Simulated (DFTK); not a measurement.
Crystal: InP.

```
In P
1.0
     0.00000    2.93050    2.93050
     2.93050    0.00000    2.93050
     2.93050    2.93050    0.00000
In P
1 1
Direct
  0.00000 0.00000 0.00000
  0.75000 0.75000 0.75000
```

Base run:

| Property | Result |
| --- | --- |
| Program | DFTK 0.8.2 |
| Functional | PBE |
| Potentials or basis | SPMS 1.0 (PBE) |
| Cutoff | 816 eV |
| k mesh | 8 × 8 × 8 |
| Occupations | fermi-dirac, width 0.05 eV |
| Spin | no spin polarisation |

Its results: band gap on the k mesh 0.71 eV, direct.

Q: The run is repeated on the same cell with these changes: functional from PBE to LDA; potentials or basis from SPMS 1.0 (PBE) to cp2k.nc.sr.lda.v0_1.largecore.gth (LDA, GTH, large core); cutoff from 816 eV to 952 eV; valence electrons from 18 to 8. What comes out?

A: Band gap on the k mesh 0.79 eV, direct.

Caveats: spin-orbit coupling is left out, which moves the levels of the heavy elements; this set keeps more shells in the core, which shifts pressures and gaps (some runs).

Not every run made on this cell is shown here.
